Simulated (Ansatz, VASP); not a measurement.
# One calculation of TlCl, two programs

The input INCAR:

```
PREC = Accurate
ENCUT = 520
EDIFF = 1E-6
ISMEAR = 1
SIGMA = 0.0164
LREAL = F
LASPH = T
NELM = 60
ALGO = Fast
ISIF = 2
LWAVE = F
LCHARG = F
GGA = PE
NBANDS = 17
```

The input KPOINTS:

```
Automatic mesh
0
Gamma
  5 5 5
```

The input POSCAR:

```
TlCl
1.0
    3.8947420000      0.0000000000      0.0000000000
    0.0000000000      3.8947420000      0.0000000000
    0.0000000000      0.0000000000      3.8947420000
Tl Cl
1 1
Direct
    0.0000000000      0.0000000000      0.0000000000
    0.5000000000      0.5000000000      0.5000000000
```

Input for Ansatz:

```yaml
crystal:
  lattice:
    - [3.894742, 0.0, 0.0]
    - [0.0, 3.894742, 0.0]
    - [0.0, 0.0, 3.894742]
  atoms:
    - { symbol: Tl, position: [0.0, 0.0, 0.0] }
    - { symbol: Cl, position: [0.5, 0.5, 0.5] }
  symmetry: { tolerance: 0.0003 }
kpoints:
  mp_grid: { grid: [5, 5, 5], shift: [0, 0, 0] }
magnetization:
  spin_polarized: false
scf:
  occupations: { method: cold, width: 0.0164 }
  algorithm: direct_min
  mixing: { algorithm: msr1, beta: 0.05 }
hamiltonian:
  pseudopotentials: { kind: paw }
  xc: pbe
basis:
  ecutwfc: "450 eV"
output:
  forces: true
  stress: true
  eigenvalues: true
  write_density: true
  write_potential: true
  elf: true
  volumetric_format: npy
```

Alike in both runs: task single point; functional PBE; k mesh 5 × 5 × 5; no spin polarisation.

|  | VASP | Ansatz |
| --- | --- | --- |
| version | VASP 6.6.1 | Ansatz 0.2.0 |
| potentials or method | VASP PAW PBE potentials, release 64 (Tl_d, Cl) | PAW plane waves |
| plane-wave cutoff (eV) | 520 | 450 |
| occupations | methfessel-paxton of order 1, width 0.0164 eV | cold, width 0.0164 eV |
| valence electrons in the cell | 20 | 20 |

```csv
,VASP,Ansatz,Ansatz less VASP
gap on the k mesh at the Fermi level (eV),2.94,2.93,-0.005
pressure (GPa),0.0,0.1,+0.07
```

Caveats: spin-orbit coupling is left out, which as a rule narrows the gap of such compounds by several tenths of an eV; an odd mesh through Γ misses points on the zone boundary, where band edges often lie.
